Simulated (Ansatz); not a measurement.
# Au: pressure against volume

Au, Cmcm, a = 2.840 Å, b = 5.101 Å, c = 4.857 Å. This isn't the element's structure at ambient conditions. Ansatz: r2SCAN, PAW, 500 eV, Γ-centred 16×16×10 mesh on 2 atoms, Gaussian smearing 0.10 eV; no spin polarisation. Shape and atoms are relaxed at each volume; pressure is positive in compression.

| V (Å³/atom) | P (GPa) |
| --- | --- |
| 16.535 | 11.13 |
| 17.063 | 5.00 |
| 17.591 | 0.00 |
| 18.118 | -4.09 |
| 18.646 | ? |

Q: Take V0 = 17.591 Å³/atom, fit the third-order Birch–Murnaghan form to the other rows, and predict the missing pressure.

A: With the Eulerian strain f = ½[(V0/V)^(2/3) − 1] and y = P/[3f(1 + 2f)^(5/2)], the form is the line y = B0 + 1.5 B0 (B0′ − 4) f. Rows (f, y): 0.02107, 158.8; 0.01026, 154.4; -0.00974, 147.0. Means f = 0.007197, y = 153.40; Σ(Δf)² = 0.0004887, ΣΔfΔy = 0.1864; the slope is their ratio. y = 150.7 + 381.4 f GPa, so B0 = 150.7 GPa and B0′ = 4 + 2 × (381.4)/(3 × 150.7) = 5.69. At V = 18.646, f = -0.01904, y = 143.44 and P = -7.44 GPa. The run gave -7.36 GPa, so the fit is 0.08 GPa too low, a small miss on the scale of the series. The form still works here, 33 % of the fitted range beyond its end.

Spin–orbit coupling is left out, which can shift energies with elements as heavy as these.